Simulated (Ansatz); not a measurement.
A surface is cut from this relaxed crystal of C:

```
C
1.0
     2.12942   -1.22943   -0.00886
     2.12942    1.22943   -0.00886
    -1.39503    0.00000    3.63240
C
2
Direct
  0.83335 0.83335 0.00004
  0.16665 0.16665 0.99996
```

Miller indices refer to the conventional cell of C2/m (No. 12), a = 4.259 Å, b = 2.459 Å, c = 3.891 Å, α = 90.00°, β = 111.25°, γ = 90.00°.

Consider the (111) slab of 14 planes, 10.6 Å thick with 15 Å of vacuum as cut; outer planes C (top) and C (bottom), all atoms relaxed.

Level of theory: DFT PBEsol, scalar-relativistic, plane waves, PAW in Ansatz. Plane waves to 420 eV, a k mesh through Γ of 11×6×1 on the computed 14-atom cell and Gaussian smearing (0.05 eV); no spin polarisation. The cell repeats along c with a dipole correction in the vacuum.

Relaxation also shears the slab as a whole, so part of the moves and of the energy gained belongs to the bulk, not to the surface.

Task: Give the surface energy (mean of both faces).

Result: 4.81 J/m².

Task: Estimate the work function.

Result: 5.68 eV.

Task: The top two planes lie 0.559 Å apart in the bulk. How does relaxation change this?

Result: The spacing becomes 0.440 Å (-21.3 %).

The smearing is narrow for a metal on this mesh.

The reference crystal is a form of C, which isn't its usual structure.